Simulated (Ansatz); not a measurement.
## Band structure of K

```
K
1.0
    -2.69756    2.69756    2.69756
     2.69756   -2.69756    2.69756
     2.69756    2.69756   -2.69756
K
1
Direct
  0.00000 0.00000 0.00000
```

Conventional cell: a = 5.395 Å, b = 5.395 Å, c = 5.395 Å, α = 90.00°, β = 90.00°, γ = 90.00°.

Structure from Materials Project entry mp-58 (possibly hypothetical), not relaxed further.

Method: DFT, PBEsol, all-electron LAPW, scalar-relativistic in Ansatz 0.2.0.

Settings: a Γ-centred 10×10×10 k mesh, Fermi–Dirac smearing of 0.05 eV, basis error target 0.5 meV/atom, no spin polarisation.

Points in fractions of the reciprocal vectors of this cell: Γ (0, 0, 0), H (0.5, -0.5, 0.5), N (0, 0, 0.5), P (0.25, 0.25, 0.25). The path joins them by straight lines in the order Γ–H–N–Γ–P–H–P–N; legs that retrace an earlier one aren't tabulated. Energies are in eV from the Fermi level.

Q: List the levels at H between -20 and 2.5 eV.

A: -15.59 (×3), 1.71 (×2).

Q: List the levels at P between -20 and 2.5 eV.

A: -15.58 (×3), 1.44 (×3).

Q: List the levels at N between -20 and 2.5 eV.

A: -15.61, -15.57, -15.55, 0.45, 0.66.

Q: What is the band gap?

A: none: with an odd electron count and no spin polarisation the bands can't all be full, a metal in this set-up (spin order or a larger cell could open a gap).
